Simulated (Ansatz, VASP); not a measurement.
## Pb4O in VASP and in Ansatz

```
CELL_PARAMETERS angstrom
4.65838 0.00000 0.00000
0.00000 4.65838 0.00000
0.00000 0.00000 6.47149
ATOMIC_POSITIONS crystal
Pb 0.50000 0.00000 0.24341
Pb 0.00000 0.50000 0.75659
Pb 0.50000 0.00000 0.75659
Pb 0.00000 0.50000 0.24341
O 0.00000 0.00000 0.00000
```

Change from the starting cell: ordered vacancies on the anion sites of antifluorite (P4/mmm, No. 123).

Alike in both runs: functional PBE; k mesh 8 × 8 × 6; occupations gaussian, width 0.1 eV; no spin polarisation.

Ansatz relaxed the structure, and its values are those at the end. VASP's run is a single point on that final structure, the one shown.

|  | VASP | Ansatz |
| --- | --- | --- |
| version | VASP 6.6.1 | Ansatz 0.2.0 |
| potentials or method | VASP PAW PBE potentials, release 64 (Pb_d, O) | scalar-relativistic, plane waves, PAW |
| plane-wave cutoff (eV) | 520 | 420 |
| valence electrons in the cell | 62 | 62 |

|  | VASP | Ansatz | Ansatz less VASP |
| --- | --- | --- | --- |
| gap on the k mesh at the Fermi level (eV) | none | none | - |
| pressure (GPa) | 0.0 | 0.0 | +0.07 |

A gap of «none» marks a metal or a gap that the smearing closes. The functional is the same, so the differences come from potentials, cutoffs and numerics.

The runs have no spin-orbit coupling, so splittings on Pb are missing.
